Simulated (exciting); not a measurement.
# AgI: the I L₃ edge from the Bethe–Salpeter equation, part 2 of 2

How far do the exchange and direct terms reshape the I L₃ edge of AgI?

exciting sodium; X-ray absorption, core-level Bethe-Salpeter equation, exchange and statically screened direct term, Tamm-Dancoff, all-electron LAPW+lo PBE.

So far. Step 6 (Exchange alone): Maxima (height): 11.0 eV (0.94) and 18.0 eV (0.85). The spectrum is that of the independent-particle run within 1 %. Step 7 (A changed run): The input has a fault: far too few conduction bands in the BSE. Against the singlet run the r.m.s. difference is 92 %. The highest maximum lies at 2.9 eV (0.25), against 9.1 eV (1.00). Transitions to the missing bands are absent and can't mix into the lines that are left.

The database entry behind the starting cell differs from later determinations by our own check (about 0.3 % short), so it need not match the best structure at ambient conditions.

## Step 8: Coarser mesh

Changed against the first singlet run: k mesh from 4×4×4 to 2×2×2.

The input, input.xml:

```
<input>
  <title>AgI</title>
  <structure speciespath="." autormt="false" epslat="1.0e-5">
    <crystal>
      <basevect>0.0000000000 6.1160986012 6.1160986012</basevect>
      <basevect>6.1160986012 0.0000000000 6.1160986012</basevect>
      <basevect>6.1160986012 6.1160986012 0.0000000000</basevect>
    </crystal>
    <species speciesfile="I.xml" rmt="2.300">
      <atom coord="0.7500000000 0.7500000000 0.7500000000"/>
    </species>
    <species speciesfile="Ag.xml" rmt="2.300">
      <atom coord="0.0000000000 0.0000000000 0.0000000000"/>
    </species>
  </structure>
  <groundstate do="skip" xctype="GGA_PBE" ngridk="4 4 4" rgkmax="7" gmaxvr="14" nempty="8" swidth="0.001" maxscl="100" epsengy="1e-5"/>
  <xs xstype="BSE" ngridk="2 2 2" ngridq="2 2 2" vkloff="0.097 0.273 0.493" rgkmax="7" nempty="29" gqmax="3" lmaxapwwf="5" lmaxemat="3" broad="0.05659" tevout="true">
    <energywindow intv="163.957 165.574" points="439"/>
    <screening screentype="full" nempty="50"/>
    <BSE xas="true" xasspecies="1" xasatom="1" xasedge="L3" bsetype="singlet" nstlxas="1 25"/>
    <qpointset>
      <qpoint>0 0 0</qpoint>
    </qpointset>
    <plan>
      <doonly task="xsgeneigvec"/>
      <doonly task="writepmatxs"/>
      <doonly task="scrgeneigvec"/>
      <doonly task="scrwritepmat"/>
      <doonly task="screen"/>
      <doonly task="scrcoulint"/>
    </plan>
  </xs>
</input>
```

The input, input.xml for the exchange start (cutoff and plan only):

```
  gqmax="2"
  <plan>
    <doonly task="exccoulint"/>
  </plan>
```

The input, input.xml for the last start (plan only):

```
  <plan>
    <doonly task="bse"/>
  </plan>
```

The run is started by

```sh
> OMP_NUM_THREADS=1 mpirun -n 4 exciting
> OMP_NUM_THREADS=1 mpirun -n 4 exciting
> OMP_NUM_THREADS=4 exciting
```

Numbers of over 12 decimals in the logs are rounded to 6 here.

Output:

```text
| EXCITING SODIUM started for task xsgeneigvec ( 301)                          =
One-shot GS runs for BSE calculations
One-shot GS runs for k+qmt/2 grids
Info(xsgeneigvec): Generating eigenvectors for Q-point      1
Info(xsgeneigvec): Generation of eigenvectors finished
| EXCITING SODIUM started for task writepmatxs ( 320)                          =
Info(writepmatxs): Momentum matrix elements finished
| EXCITING SODIUM started for task scrgeneigvec ( 401)                         =
One-shot GS runs for BSE calculations
One-shot GS runs for k+qmt/2 grids
[...]
Info(setup_bse_block): Setting up RR part of hamiltonian
Info(setup_bse_block): Singlet spin state
Info(bse): Diagonalizing RR Hamiltonian (TDA)
Info(bse): Invoking Lapack routine ZHEEVR
       800 eigen solutions found in the interval:
         i1=       1 i2=     800
Info(bse): Writing excition energies and oscillator strengths to text file.
Info(makespectrum_dist): Making spectrum using formula for coupling with time reversed AR basis.
Info(makespectrum_dist): Using formalism for vanishing momentum transfer.
Info(writederived): Writing quantities derived from the macroscopic dielectric function.
Info(bselauncher): Spectrum finished for iqmt=  1
Info(bselauncher): All done for BSE type singlet
```

Run time: 75 s. Hardware: 4 MPI ranks of Arm Neoverse V1, shared host.

These settings are cheaper. Against the singlet run the r.m.s. difference is 4 %. The highest maximum lies at 8.7 eV (0.99), against 9.1 eV (1.00). The first bright state moves from -0.01 to 0.02 eV. The lowest bare transition of this run lies at 1.39 eV, against 0.54. A coarse mesh samples few band energies, and it inflates the long-range part of the attraction.

```
E (eV)  first run  this run
 -10.0       0.03      0.03
  -9.0       0.03      0.03
  -8.0       0.04      0.04
  -7.0       0.04      0.04
  -6.0       0.05      0.05
  -5.0       0.06      0.06
  -4.0       0.08      0.08
  -3.0       0.10      0.10
  -2.0       0.14      0.14
  -1.0       0.20      0.21
   0.0       0.32      0.32
   1.0       0.47      0.47
   2.0       0.60      0.61
   3.0       0.70      0.73
   4.0       0.76      0.78
   5.0       0.76      0.75
   6.0       0.78      0.77
   7.0       0.86      0.85
   8.0       0.94      0.96
   9.0       1.00      0.99
  10.0       0.97      0.95
  11.0       0.91      0.92
  12.0       0.85      0.88
  13.0       0.80      0.81
  14.0       0.74      0.75
  15.0       0.72      0.72
  16.0       0.72      0.72
  17.0       0.73      0.69
  18.0       0.70      0.65
  19.0       0.64      0.64
  20.0       0.62      0.70
  21.0       0.66      0.74
```

## Step 9: From independent particles to the full kernel

```
  level  curve passes 0.15 (eV)  highest maximum (eV)  its height
     IP                     0.6                  11.0        0.94
    RPA                     0.6                  11.0        0.94
singlet                    -1.7                   9.1        1.00
```

```
E (eV)    IP   RPA  singlet
 -10.0  0.02  0.02     0.03
  -9.0  0.02  0.02     0.03
  -8.0  0.03  0.03     0.04
  -7.0  0.03  0.03     0.04
  -6.0  0.03  0.03     0.05
  -5.0  0.04  0.04     0.06
  -4.0  0.05  0.05     0.08
  -3.0  0.05  0.05     0.10
  -2.0  0.07  0.07     0.14
  -1.0  0.09  0.09     0.20
   0.0  0.12  0.12     0.32
   1.0  0.18  0.18     0.47
   2.0  0.27  0.27     0.60
   3.0  0.36  0.36     0.70
   4.0  0.46  0.46     0.76
   5.0  0.54  0.54     0.76
   6.0  0.56  0.56     0.78
   7.0  0.60  0.60     0.86
   8.0  0.67  0.67     0.94
   9.0  0.78  0.78     1.00
  10.0  0.89  0.89     0.97
  11.0  0.94  0.94     0.91
  12.0  0.93  0.93     0.85
  13.0  0.92  0.92     0.80
  14.0  0.89  0.89     0.74
  15.0  0.83  0.83     0.72
  16.0  0.81  0.81     0.72
  17.0  0.83  0.83     0.73
  18.0  0.85  0.85     0.70
  19.0  0.82  0.82     0.64
  20.0  0.78  0.78     0.62
  21.0  0.79  0.79     0.66
```

## Step 10: Summary of results

* absorber and edge: I L₃, atom 1
* surroundings: 4 Ag at 2.80 Å (tetrahedral, site symmetry -43m)
* first bright state: -0.01 eV from the Kohn–Sham onset, on this mesh
* highest maximum: 9.1 eV
* cost of the BSE run: 14 min on 4 MPI ranks of Arm Neoverse V1, shared host; the last task ran on as many threads

**Reading.** Is a core exciton bound? Undecided on this mesh: the first bright state (over 5 % of the brightest) lies at -0.01 eV from the Kohn–Sham onset and at -0.55 eV from the lowest bare transition of its own mesh. Exchange alone changes the independent-particle spectrum by 0.0 % r.m.s. With 64 k points the binding energies are rough, and fine structure above the first lines is partly noise of the mesh. The kernel cutoff is low for a compact core orbital, so the effect of exchange is a lower bound. The zero comes from the unshifted 4×4×4 ground-state mesh; it is exact only where the band minimum lies on that mesh. The conduction states carry no spin here, so the exchange coupling to the spinor core hole is only partly held. This core level is treated alone, with no coupling to its spin–orbit partner. The Kohn–Sham onset, 4474 eV, is no photon energy (tabulated edge of the element: 4557 eV): the scale needs a rigid shift. Bands and screening come from semilocal DFT, whose small gap overscreens. Vibrations and energy-dependent lifetimes are left out. The structure is a published determination, not relaxed.

[Banner, clock and machine lines of the logs are left out without a mark of their own.]

[Logs are printed without paths, hosts, clocks, repeated set-up lines and the standing remarks that a program may print on its own settings, such as how far it seeks lower states.]

[Hosts, paths, dates, database ids (printed as entryN), source tags and the programs' standing remarks are cut or masked in the printed files.]
